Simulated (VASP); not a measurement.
Input of a VASP 6.6.1 run:

Contents of INCAR:

```
SYSTEM = N
PREC = Accurate
ENCUT = 520
EDIFF = 1E-7
ISMEAR = -1
SIGMA = 0.05
LREAL = Auto
LASPH = .TRUE.
NELM = 100
ALGO = Normal
ISIF = 2
LWAVE = .FALSE.
LCHARG = .FALSE.
GGA = PS
IBRION = 2
NSW = 35
EDIFFG = -0.3
```

The input KPOINTS:

```
regular mesh
0
G
  1 1 1
  0 0 0
```

POSCAR

```
N
1.0
    8.8620950000      0.0000000000      0.0000000000
    0.0000000000      8.8620950000      0.0000000000
    0.0000000000      0.0000000000      8.8620950000
N
24
Direct
    0.0717956000      0.4390922000      0.4092676000
    0.1105359000      0.4094140000      0.2914693000
    0.4716387000      0.1266944000      0.8530379000
    0.5339738000      0.0993927000      0.9608666000
    0.4361896000      0.9036156000      0.2846475000
    0.3163229000      0.9458433000      0.2743105000
    0.6970271000      0.5731905000      0.6424750000
    0.6353883000      0.6492093000      0.7242054000
    0.7827076000      0.9810591000      0.2002528000
    0.8574118000      0.9055469000      0.1297174000
    0.3019434000      0.6936748000      0.8455912000
    0.3984852000      0.7757699000      0.8596672000
    0.9598997000      0.6939809000      0.2979199000
    0.9962431000      0.7398291000      0.4112123000
    0.1061235000      0.3453471000      0.8665298000
    0.0819950000      0.3176968000      0.7444179000
    0.8206943000      0.1266994000      0.5722978000
    0.7673396000      0.0857883000      0.4639575000
    0.8421008000      0.4940044000      0.0686450000
    0.7415070000      0.5184812000      0.1430751000
    1.0029659000      0.7292712000      0.9233327000
    0.9482350000      0.7474990000      0.8096211000
    0.3531320000      0.4281605000      0.5884961000
    0.3205465000      0.3437436000      0.4986628000
```

Potentials or basis: VASP PAW PBE potentials, release 64 (N).

Run with:

```sh
$ cat potpaw_PBE.64/N/POTCAR > POTCAR
$ mpirun -np 1 vasp_gam > vasp.out
```

What does it give for the energy gained by relaxing?

42.1 meV/atom.

What does it give for the band gap on the k mesh?

7.00 eV, direct.

Forces on the atoms (eV/Å):
```
N   -0.008 -0.163 -0.003
N    0.072 -0.123 -0.019
N   -0.016  0.057 -0.060
N   -0.057  0.087 -0.033
N   -0.016 -0.032  0.024
N   -0.004  0.020 -0.002
N   -0.003 -0.054 -0.071
N    0.031 -0.010 -0.011
N   -0.155  0.178  0.161
N    0.107  0.066 -0.121
N    0.016 -0.142 -0.039
N    0.042  0.092  0.070
N    0.001  0.061  0.094
N    0.043  0.118  0.084
N    0.021 -0.025  0.058
N    0.022  0.018  0.017
N    0.060  0.000  0.148
N   -0.129 -0.039 -0.118
N   -0.088 -0.068 -0.041
N   -0.073 -0.006  0.011
N    0.012 -0.063 -0.034
N    0.030  0.075 -0.058
N    0.039  0.054 -0.004
N    0.053 -0.102 -0.055
```

Caveat: the standard files for N, O and F lose accuracy on very short bonds; the PAW data sets were made with another functional, which shifts forces and pressure a little; the relaxation stopped at a loose force limit of 0.3 eV/Å, so its end isn't a converged minimum.
